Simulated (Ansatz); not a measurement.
Input:

ZrO$_{2}$:
```cif
data_O8Zr4
_chemical_formula_sum 'Zr4 O8'
_space_group_name_H-M_alt 'P 1'
_space_group_IT_number 1
_cell_length_a 5.15335
_cell_length_b 5.22526
_cell_length_c 5.33143
_cell_angle_alpha 90.000
_cell_angle_beta 99.402
_cell_angle_gamma 90.000
loop_
_space_group_symop_operation_xyz
  'x, y, z'
loop_
_atom_site_label
_atom_site_type_symbol
_atom_site_fract_x
_atom_site_fract_y
_atom_site_fract_z
_atom_site_occupancy
Zr1 Zr 0.72390 0.95783 0.79016 1
Zr2 Zr 0.27610 0.04217 0.20984 1
Zr3 Zr 0.27610 0.45783 0.70984 1
Zr4 Zr 0.72390 0.54217 0.29016 1
O1 O 0.06877 0.16727 0.84480 1
O2 O 0.93123 0.83273 0.15520 1
O3 O 0.93123 0.66727 0.65520 1
O4 O 0.06877 0.33273 0.34480 1
O5 O 0.55028 0.25726 0.02234 1
O6 O 0.44972 0.74274 0.97766 1
O7 O 0.44972 0.75726 0.47766 1
O8 O 0.55028 0.24274 0.52234 1
```

This is the r²SCAN-relaxed structure.

Q: All from DFT-r²SCAN in the program Ansatz with PAW potentials, unless another level is named. Give the hole effective mass.

A: 1.7, 2.3, 12 mₑ (principal values).

Q: Predict the gap with spin–orbit coupling.

A: 4.16 eV.

Q: Predict the smallest direct gap on the standard path.

A: 4.23 eV.

Space group P2_1/c. The cell was relaxed with r²SCAN under the symmetry of its start. The run is not spin-polarised. Spin–orbit coupling is left out wherever it is not named.

Potentials: the earlier of the program's two PAW sets. The files were generated under PBE; for other functionals the program regenerates the frozen cores, and for LDA and PBEsol the local potential too.
